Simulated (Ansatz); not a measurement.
HfN: ab initio molecular dynamics

Computed with DFT PBE, scalar-relativistic, plane waves, PAW in Ansatz 0.2.0. Cutoff 420 eV, shifted (0.5, 0.5, 0.5 steps) 2×2×2 k-points, Fermi–Dirac smearing of 0.05 eV. The mesh is coarse. Spin–orbit coupling is left out, which matters for the heavy elements here. No spin polarisation.

16 atoms, starting at 1.01 times the perfect crystal's volume (space group Fm-3m, the cell as given, not relaxed at this level); Langevin thermostat at 450 K (friction 0.05 fs⁻¹), fixed cell; 49 steps of 2 fs. The run is short and not equilibrated. The crystal has no gap, and so coarse a mesh can leave errors of tens of meV/atom and of a GPa or more.

First frame:

```
CELL_PARAMETERS angstrom
-4.53301 4.53301 0.00000
-4.53301 0.00000 4.53301
0.00000 4.53301 4.53301
ATOMIC_POSITIONS crystal
Hf 0.00000 0.00000 0.00000
Hf 0.50000 0.00000 0.00000
Hf 0.00000 0.50000 0.00000
Hf 0.00000 0.00000 0.50000
Hf 0.50000 0.50000 0.00000
Hf 0.50000 0.00000 0.50000
Hf 0.00000 0.50000 0.50000
Hf 0.50000 0.50000 0.50000
N 0.75000 0.75000 0.75000
N 0.25000 0.75000 0.75000
N 0.75000 0.25000 0.75000
N 0.75000 0.75000 0.25000
N 0.25000 0.25000 0.75000
N 0.25000 0.75000 0.25000
N 0.75000 0.25000 0.25000
N 0.25000 0.25000 0.25000
```

```yaml
Mean_temperature_over_the_second_half: 420 K
Mean_pressure_over_the_second_half_kinetic_part_included: 6.2 GPa
Mean_potential_energy_above_the_perfect_crystal_as_given_at_volume_ratio_1;_besides_heat_the_difference_comes_from_the_crystal's_own_pressure_of_6.1_GPa;_the_free_energy_holds_the_electrons'_entropy: 37 meV/atom
Mean-square_drift_of_Hf_from_first_to_last_step_mean_shift_of_all_atoms_removed: 0.01 Å²
Mean-square_drift_of_N_from_first_to_last_step_mean_shift_of_all_atoms_removed: 0.01 Å²
```

Pair distribution functions g(r), second half of the run, up to half the cell's height:

```
r (Å) Hf-N
 1.95   0.0
 2.05   0.3
 2.15   3.8
 2.25  10.7
 2.35   6.0
 2.45   0.8
 2.55   0.0
```

Along the run (potential energy from its first value; pressure with the kinetic part):

| t (fs) | T (K) | ΔE_pot (meV/atom) | P (GPa) |
| --- | --- | --- | --- |
| 0.0 | 422 | 0.0 | 3.8 |
| 4.0 | 410 | 2.9 | 3.9 |
| 8.0 | 370 | 9.5 | 4.2 |
| 12.0 | 434 | 16.8 | 4.6 |
| 16.0 | 365 | 22.8 | 4.7 |
| 20.0 | 520 | 27.9 | 5.1 |
| 24.0 | 418 | 34.0 | 5.3 |
| 28.0 | 390 | 34.9 | 5.3 |
| 32.0 | 506 | 35.8 | 5.5 |
| 36.0 | 484 | 37.3 | 5.6 |
| 40.0 | 472 | 39.4 | 5.7 |
| 44.0 | 376 | 40.7 | 5.6 |
| 48.0 | 414 | 38.1 | 5.6 |
| 52.0 | 444 | 32.7 | 5.6 |
| 56.0 | 589 | 30.2 | 5.8 |
| 60.0 | 437 | 28.5 | 5.7 |
| 64.0 | 530 | 28.0 | 5.8 |
| 68.0 | 505 | 30.5 | 5.9 |
| 72.0 | 480 | 37.3 | 6.2 |
| 76.0 | 509 | 46.3 | 6.6 |
| 80.0 | 362 | 52.1 | 6.7 |
| 84.0 | 273 | 54.7 | 6.7 |
| 88.0 | 278 | 55.4 | 6.7 |
| 92.0 | 295 | 50.3 | 6.4 |
| 96.0 | 347 | 41.4 | 6.0 |

Cost: 1 run of about 6.3 core-minutes (earlier runs that led there not counted), on Intel Xeon Platinum 8488C (Sapphire Rapids) (shared hosts).